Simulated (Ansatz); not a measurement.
# Sb: response to strain

Aim: deform Sb (equal xx and yy strain of +2 %) and compute stress, forces and field gradients with LAPW, PAW and all-electron datasets made for the crystal.

Computed with Ansatz 0.2.0 (DFT PBE, scalar-relativistic, unless a step's input says otherwise).

## (1) The system as given

The structure is cubic, space group Pm-3m (No. 221). Conventional cell: a = 3.160 Å, b = 3.160 Å, c = 3.160 Å, α = 90.00°, β = 90.00°, γ = 90.00°. Sb (site symmetry m-3m) is surrounded by 6 Sb at 3.16 Å.

Coordinates:

```cif
data_structure
_symmetry_space_group_name_H-M 'P 1'
_symmetry_Int_Tables_number 1
_cell_length_a 3.1600
_cell_length_b 3.1600
_cell_length_c 3.1600
_cell_angle_alpha 90.000
_cell_angle_beta 90.000
_cell_angle_gamma 90.000
_cell_volume 31.55
loop_
_atom_site_label
_atom_site_type_symbol
_atom_site_fract_x
_atom_site_fract_y
_atom_site_fract_z
_atom_site_occupancy
Sb1 Sb 0.00000 0.00000 0.00000 1
```

## (2) The deformed structure

Space group Pm-3m before, P4/mmm after.

## (3) All-electron LAPW

Input file input.yaml:

```yaml
crystal:
  lattice:
    - [3.2232, 0.0, 0.0]
    - [0.0, 3.2232, 0.0]
    - [0.0, 0.0, 3.16]
  atoms:
    - { symbol: Sb, position: [0.0, 0.0, 0.0] }
kpoints:
  mp_grid: { grid: [13, 13, 13] }
  band_path:
    path:
      - [0.0, 0.0, 0.0]
      - [0.0, 0.5, 0.0]
      - [0.5, 0.5, 0.0]
      - [0.0, 0.0, 0.0]
      - [0.0, 0.0, 0.5]
      - [0.0, 0.5, 0.5]
      - [0.5, 0.5, 0.5]
      - [0.0, 0.0, 0.5]
      - [0.0, 0.5, 0.0]
    npoints: 5
scf:
  occupations: { method: fermi_dirac, width: 0.05 }
hamiltonian:
  xc: pbe
  pseudopotentials: { kind: all_electron, lapw: { basis_error: 0.001 } }
output:
  forces: true
  stress: true
  eigenvalues: true
```

Launch:

```bash
$ ansatz run input.yaml --threads 1 --pin off --max-ram 3072MiB --backend cpu --events-out ev --progress --plain --runs-dir out
```

## (4) PAW with frozen cores

Input file input.yaml:

```yaml
crystal:
  lattice:
    - [3.2232, 0.0, 0.0]
    - [0.0, 3.2232, 0.0]
    - [0.0, 0.0, 3.16]
  atoms:
    - { symbol: Sb, position: [0.0, 0.0, 0.0] }
kpoints:
  mp_grid: { grid: [13, 13, 13] }
scf:
  occupations: { method: fermi_dirac, width: 0.05 }
hamiltonian:
  xc: pbe
  pseudopotentials: { kind: paw }
output:
  forces: true
  stress: true
  eigenvalues: true
  efg: { contact_densities: true }
```

## (5) Datasets made for this crystal

input.yaml: that of step 4 with these lines changed.

```diff
@@ -13,3 +13,3 @@
   xc: pbe
-  pseudopotentials: { kind: paw }
+  pseudopotentials: { kind: all_electron, datasets: crystal }
 output:
```

(Steps that only read results are left out.)

**Question.** What will these runs give? Wanted: pressure; largest shear or deviatoric stress.

**Answer**, as computed:

```
                                 quantity                                              value
                                 pressure  LAPW -4.02, PAW -4.02, crystal datasets -4.02 GPa
largest shear or deviatoric stress (LAPW)                                           1.62 GPa
```

The largest part of the stress beyond the pressure is 1.62 GPa in size, in the zz component. No run of the undeformed cell stands beside it, so the pressure holds what the given cell had before the change. PAW: stress within 0.01 GPa of LAPW. Crystal datasets: stress within 0.01 GPa of LAPW. Spin-orbit coupling is left out, though the cell holds Sb; in elements this heavy it can shift bands and gaps by tenths of an eV.
